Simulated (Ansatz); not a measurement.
# SiC (zinc blende): the cost of one run

Program: Ansatz 0.2.0. Level of theory: DFT PBEsol, scalar-relativistic, plane waves, PAW. These are calculated values, not measurements.

**1. The structure to begin with**

It takes space group F-43m (No. 216, cubic). The conventional cell has a = 4.403 Å, b = 4.403 Å, c = 4.403 Å, α = 90.00°, β = 90.00°, γ = 90.00°. Around Si (site symmetry -43m) lie 4 C at 1.91 Å. Around C (site symmetry -43m) lie 4 Si at 1.91 Å.

Structure file:

```cif
data_structure
_symmetry_space_group_name_H-M 'P 1'
_symmetry_Int_Tables_number 1
_cell_length_a 3.1135
_cell_length_b 3.1135
_cell_length_c 3.1135
_cell_angle_alpha 60.000
_cell_angle_beta 60.000
_cell_angle_gamma 60.000
_cell_volume 21.34
loop_
_atom_site_label
_atom_site_type_symbol
_atom_site_fract_x
_atom_site_fract_y
_atom_site_fract_z
_atom_site_occupancy
Si1 Si 0.00000 0.00000 0.00000 1
C1 C 0.25000 0.25000 0.25000 1
```

**2. Volume × 1.03**

input.yaml reads:

```yaml
crystal:
  lattice:
    - [0.0, 2.2015855622, 2.2015855622]
    - [2.2015855622, 0.0, 2.2015855622]
    - [2.2015855622, 2.2015855622, 0.0]
  atoms:
    - { symbol: Si, position: [0.0, 0.0, 0.0] }
    - { symbol: C, position: [0.25, 0.25, 0.25] }
scf:
  occupations: { method: fixed }
output:
  forces: true
  stress: true
  eigenvalues: true
  write_density: true
  write_potential: true
  elf: true
  volumetric_format: npy
hamiltonian:
  xc: pbesol
basis:
  ecutwfc: 560
kpoints:
  mp_grid: { grid: [10, 10, 10] }
```

Command:

```console
ansatz run input.yaml --threads 1 --pin off --max-ram 2867MiB --backend cpu --events-out ev --progress --plain --runs-dir out
```

What time and memory should one allow on 1 thread of Intel Xeon at 2.30GHz, shared host?

About 2.2 s, with a peak of 0.35 GiB.
